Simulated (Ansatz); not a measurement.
InSb at a changed volume: ¹¹⁵In nuclear quadrupole resonance

Cell: a COD entry, relaxed with PBE at fixed cell and then changed (volume scaled by 1.06, ions relaxed).

```yaml
crystal:
  lattice:
    - [5.46207, 0.00000, 0.00000]
    - [0.00000, 5.82403, 0.00000]
    - [0.00000, 0.00000, 3.12307]
  atoms:
    - { symbol: In, position: [0.00000, 0.00000, 0.17479] }
    - { symbol: In, position: [0.50000, 0.50000, 0.82521] }
    - { symbol: Sb, position: [0.50000, 0.00000, 0.72236] }
    - { symbol: Sb, position: [0.00000, 0.50000, 0.27764] }
```

Atom numbers follow the list; atoms alike are taken as one site, whose name carries the number of the first.

Method: Kohn–Sham DFT in Ansatz, PBE, plane waves and PAW, scalar-relativistic, 420 eV cutoff, Γ-centred 9×8×15 k-points, Fermi–Dirac smearing 0.05 eV.

¹¹⁵In: I = 9/2, Q = 772.0 mb (year-2017 value). Static lattice, zero field.

Question: The simulated lines lie at 5.28, 8.43, 13.0, 17.3 MHz. What are |C_Q|, η and |V_zz| at In?

Answer: For I = 9/2 and η = 0 the lines are |C_Q|/24 times 1, 2, 3 and 4; η shifts the lowest up most. Here |C_Q| = 104 MHz, η = 0.16 and |V_zz| = 5.58 × 10²¹ V/m². The calculation gives V_zz negative; the lines don't show the sign. The site has 6 Sb at 2.93–3.22 Å, 2 In at 3.12 Å.

The run finds no gap above 0.1 eV (a metal, or nearly one), so the gradients can move by 10 % or more with the k-mesh. Without spin–orbit coupling (the program notes it for In and Sb) the gradients can shift somewhat, as the gap is small. At this changed cell the PBE pressure is 8 GPa.
